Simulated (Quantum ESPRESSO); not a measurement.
**AlO: equation of state with PBE**

Crystal: AlO.

```xyz
2
Lattice="2.7692 0.0000 0.0000 0.0000 2.7692 0.0000 0.0000 0.0000 2.7692" Properties=species:S:1:pos:R:3 pbc="T T T"
Al    1.3846    1.3846    1.3846
O     0.0000    0.0000    0.0000
```

The cell was built by a generator and needn't be a form met in nature.

| Item | Value |
| --- | --- |
| Program | Quantum ESPRESSO 7.5 |
| Task | equation of state |
| Functional | PBE |
| Potentials or basis | SSSP 1.3 efficiency PBE |
| Cutoff | 748 eV |
| Density cutoff | 5987 eV |
| k mesh | 10 × 10 × 10 |
| Occupations | fermi-dirac, width 0.05 eV |
| Spin | no spin polarisation |

The equilibrium volume is 10.62 Å³/atom, the bulk modulus is 131 GPa and the pressure derivative of the bulk modulus is 3.6.

Energy against volume, from the lowest point:
| volume (Å³/atom) | energy (meV/atom) |
| --- | --- |
| 9.981 | 17.14 |
| 10.193 | 7.37 |
| 10.405 | 1.76 |
| 10.618 | 0.00 |
| 10.830 | 1.73 |
| 11.042 | 6.62 |
| 11.255 | 14.40 |

All runs of the series together: 64 s on 1 thread of Arm Neoverse V2, with other jobs on the host.
